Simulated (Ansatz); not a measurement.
Rocksalt CaSe, relaxed with r2SCAN in the plane-wave code Ansatz. The symmetry is Fm-3m (No. 225, cubic); conventional cell a = 5.935 Å, 26.13 Å³ an atom. Around Ca lie 6 Se at 2.97 Å; around Se lie 6 Ca at 2.97 Å.

The axes x, y and z are those of this cell:
```
CELL_PARAMETERS angstrom
0.00000 2.96754 2.96754
2.96754 0.00000 2.96754
2.96754 2.96754 0.00000
ATOMIC_POSITIONS crystal
Ca 0.00000 0.00000 0.00000
Se 0.50000 0.50000 0.50000
```

Unstrained: The PBE gap is indirect, 2.057 eV (Γ to X), below the direct gap of 2.980 eV at X. The r2SCAN gap is indirect, 2.518 eV (Γ to X), below the direct gap of 3.458 eV at X. HSE06 gives an indirect gap of 2.999 eV, from Γ to X; the least direct gap is 4.032 eV at X. Meshes: PBE 8×8×8, r2SCAN 8×8×8, HSE06 6×6×6. Strains are changes of length per length. After each strain the atoms were relaxed again with r2SCAN within the symmetry that the strain leaves, so tilts or polar shifts that break it weren't tested; points keep the names that they have in the unstrained zone. The values are computed, spin-unpolarised, and not measurements.

**Question.** Estimate what uniaxial -2.0 % along x, other directions held does to the gap.

**Answer.** PBE: the gap goes from 2.057 to 1.995 eV (-0.062 eV); with r2SCAN the top three valence levels at Γ, degenerate before, become 1+2 from the top over 12 meV. r2SCAN: the gap goes from 2.518 to 2.452 eV (-0.066 eV). HSE06: the gap goes from 2.999 to 2.936 eV (-0.063 eV); the X points, equivalent before, split by 16 meV, and the conduction bottom lies at those like (0, 1/2, 1/2). The r2SCAN energy rises by 4.1 meV an atom.

**Question.** One strain changed the r2SCAN stress by xx -2.27, yy -2.27, zz +0.01 GPa (compression positive) and the gap by +0.061 eV (PBE), +0.058 eV (r2SCAN), +0.063 eV (HSE06). Which kind of strain was it, and roughly how large?

**Answer.** Epitaxial +2.0 % in the xy plane, free normal strain -0.68 %. The pattern of the stress gives the kind; the size needs the stiffness, so it is an estimate.

**Question.** Apply epitaxial +5.0 % in the plane normal to [111], free normal strain -3.57 %. How far does the gap move, against the unstrained cell?

**Answer.** PBE: the gap goes from 2.057 to 1.882 eV (-0.175 eV); with r2SCAN the top three valence levels at Γ, degenerate before, become 1+2 from the top over 424 meV. r2SCAN: the gap goes from 2.518 to 2.330 eV (-0.188 eV). HSE06: the gap goes from 2.999 to 2.815 eV (-0.184 eV). The r2SCAN energy rises by 37.6 meV an atom.

**Question.** Apply uniaxial +2.0 % along z, other directions held. How far does the gap move, against the unstrained cell?

**Answer.** PBE: the gap goes from 2.057 to 2.098 eV (+0.041 eV). r2SCAN: the gap goes from 2.518 to 2.557 eV (+0.039 eV). HSE06: the gap goes from 2.999 to 3.041 eV (+0.042 eV). The r2SCAN energy rises by 3.5 meV an atom.

**Question.** One strain changed the r2SCAN stress by xx -1.21, yy -1.21, zz +0.01 GPa (compression positive) and the gap by +0.030 eV (PBE), +0.028 eV (r2SCAN), +0.033 eV (HSE06). Which kind of strain was it, and roughly how large?

**Answer.** Epitaxial +1.0 % in the xy plane, free normal strain -0.34 %. The pattern of the stress gives the kind; the size needs the stiffness, so it is an estimate.

Spin-orbit coupling is left out.

The meshes of the hybrids are coarse, so their gaps aren't converged to the digits shown.

The splittings at Γ are without spin-orbit coupling, which regroups them where it is of like size or larger.
